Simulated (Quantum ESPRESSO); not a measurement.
PbS (Galena): equation of state with PBE

Crystal: PbS (Galena).

```
Pb S
1.0
     0.00000    2.96575    2.96575
     2.96575    0.00000    2.96575
     2.96575    2.96575    0.00000
Pb S
1 1
Cartesian
  0.0000 0.0000 0.0000
  2.9657 2.9657 2.9657
```

```json
{
  "Program": "Quantum ESPRESSO 7.5",
  "Task": "equation of state",
  "Functional": "PBE",
  "Potentials or basis": "SSSP 1.3 efficiency PBE",
  "Cutoff": "748 eV",
  "Density cutoff": "5987 eV",
  "k mesh": "8 × 8 × 8",
  "Occupations": "fermi-dirac, width 0.05 eV",
  "Spin": "no spin polarisation"
}
```

```
Equilibrium volume                      : 27.13 Å³/atom
Bulk modulus                            : 53 GPa
Pressure derivative of the bulk modulus : 4.1
```

Energy against volume, from the lowest point:
| volume (Å³/atom) | energy (meV/atom) |
| --- | --- |
| 24.521 | 49.43 |
| 25.042 | 30.52 |
| 25.564 | 16.57 |
| 26.086 | 7.13 |
| 26.607 | 1.72 |
| 27.129 | 0.00 |
| 27.651 | 1.61 |

All runs of the series together: 4.8 min on 1 thread of Arm Neoverse V1, on a shared host.

The run has no spin-orbit coupling, so splittings on Pb are missing. Zero-point motion and thermal expansion aren't in these numbers.
